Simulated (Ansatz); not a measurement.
**A vibration from a frozen displacement in AlRu**

Level of theory: DFT PBE, scalar-relativistic, plane waves, PAW in Ansatz. The runs took a 420 eV cutoff, a Γ-centred 16×16×16 mesh and Gaussian smearing (0.15 eV). No spin polarisation. Energies are free energies at this smearing, counted from the undisturbed cell; pressure is positive in compression.

The undisturbed cell (as given, not relaxed at this level; it stands at 2.6 GPa, and it needn't be the usual structure):

```
Al Ru
1.0
     2.99160    0.00000    0.00000
     0.00000    2.99160    0.00000
     0.00000    0.00000    2.99160
Al Ru
1 1
Direct
  0.00000 0.00000 0.00000
  0.50000 0.50000 0.50000
```

Every Al atom is moved by x along the Cartesian unit vector (0.000, 1.000, 0.000); the cell and all other atoms stay fixed. The cell's volume is 26.77 Å³; the moved atoms weigh 26.982 u together and the others 101.070 u. Some rows repeat others by symmetry and weren't run.

```csv
x (Å),ΔE (meV/cell),total force on the moved atoms along the move (eV/Å),pressure (GPa)
-0.1000,38.86,0.7762,3.3915
-0.0875,29.76,0.6796,3.2132
-0.0750,21.87,0.5828,3.0584
-0.0625,15.19,0.4859,2.9273
-0.0500,9.72,0.3888,2.8199
-0.0375,5.47,0.2917,2.7363
-0.0250,2.43,0.1945,2.6766
-0.0125,0.61,0.0972,2.6408
0.0000,0.00,0.0000,2.6288
0.0125,0.61,-0.0972,2.6408
0.0250,2.43,-0.1945,2.6766
0.0375,5.47,-0.2917,2.7363
0.0500,9.72,-0.3888,2.8199
0.0625,15.19,-0.4859,2.9273
0.0750,21.87,-0.5828,3.0584
0.0875,29.76,-0.6796,3.2132
0.1000,38.86,-0.7762,3.3915
```

What frequency belongs to this motion?

The force constant is k = −dF/dx = 7.776 eV/Å², from the parabola through x = -0.0125, 0 and 0.0125. In every cell the moved atoms swing against the rest, so the mass is μ = m₁m₂/(m₁ + m₂) = 21.296 u, and ν̃ = 521.5 cm⁻¹ × √(|k|/μ) = 315 cm⁻¹, at this cell's pressure of 2.6 GPa. To first order in x, and within 1 %, the force on every atom lies along the move and, within each of the two groups, in proportion to the atom's mass, so this is itself a mode at the zone centre of this cell.

How far does the harmonic law reach?

At x = -0.100 Å, kx²/2 = 38.88 meV against the computed 38.86 meV (-0.1 %): the well is still close to harmonic there.

The pressure changes with x². What does that say about the frequency under compression?

With E = k(V)x²/2, k ∝ V^(−2γ) and x scaling with the cell as V^(1/3), P − P0 = −∂E/∂V = (2γ − 2/3) ΔE/V. At x = 0.0250 Å, V(P − P0) = 26.77 × 0.04777 / 160.2 eV = 7.98 meV and ΔE = 2.43 meV, so γ = 1/3 + V(P − P0)/(2ΔE) = 1.97. This is the Grüneisen parameter of the motion under uniform scaling of the cell: shrinking the cell evenly by 1 % in volume raises the frequency by about 1.97 %.

In a metal these slopes depend on the k mesh and the smearing.